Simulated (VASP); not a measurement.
A run of VASP 6.6.1:

INCAR

```
ALGO = Normal
EDIFF = 1E-6
ENCUT = 520
ISIF = 2
ISMEAR = 0
LASPH = T
LCHARG = F
LREAL = F
LWAVE = F
NBANDS = 16
NELM = 100
PREC = Accurate
SIGMA = 0.01
```

The input KPOINTS:

```
k-points
0
Gamma
  6 6 6
```

POSCAR

```
GaN
1.0
    0.0000000000      2.2265212227      2.2265212227
    2.2265212227      0.0000000000      2.2265212227
    2.2265212227      2.2265212227      0.0000000000
Ga N
1 1
Direct
    0.0000000000      0.0000000000      0.0000000000
    0.7500000000      0.7500000000      0.7500000000
```

Potentials or basis: VASP PAW LDA potentials, release 64 (Ga_d, N).

Command:

```console
$ cat potpaw_LDA.64/Ga_d/POTCAR potpaw_LDA.64/N/POTCAR > POTCAR
$ mpirun -np 1 vasp_std > vasp.out
```

Hardware: 1 thread of AMD EPYC 9R14 (Zen 4), on a shared host.

Problem. How long does it take, and how much memory?

Solution. Wall time 4.3 s on 1 thread of AMD EPYC 9R14 (Zen 4), with other jobs on the host, peak memory 0.1 GiB. Counts: scf iterations 13, k points 16.
